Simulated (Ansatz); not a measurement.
AgCl (Chlorargyrite):

```
Ag Cl
1.0
     0.00000    2.73500    2.73500
     2.73500    0.00000    2.73500
     2.73500    2.73500    0.00000
Ag Cl
1 1
Cartesian
  0.0000 0.0000 0.0000
  2.7350 2.7350 2.7350
```

Base run:

* Program: Ansatz 0.2.0
* Functional: PBEsol
* Potentials or basis: all-electron LAPW, scalar-relativistic
* Cutoff: 217 eV
* Density cutoff: 868 eV
* Basis error allowed: 0.001 eV/atom
* k mesh: 8 × 8 × 8
* Occupations: fermi-dirac, width 0.05 eV
* Spin: no spin polarisation
* Hubbard terms: Ag d U = 6 eV

Its results: band gap on the k mesh 1.74 eV, indirect (least direct gap 3.26 eV); pressure 0.6 GPa.

**Question.** The run is repeated on the same cell with these changes: hubbard terms from Ag d U = 6 eV to Ag d U = 8 eV. What comes out?

**Answer.** Band gap on the k mesh 1.94 eV, indirect (least direct gap 3.27 eV); pressure 1.0 GPa.

Caveats: U is the effective U less J, on atomic orbitals that reach past the spheres.

A k mesh can miss the band edges.

Not every run made on this cell is shown here.
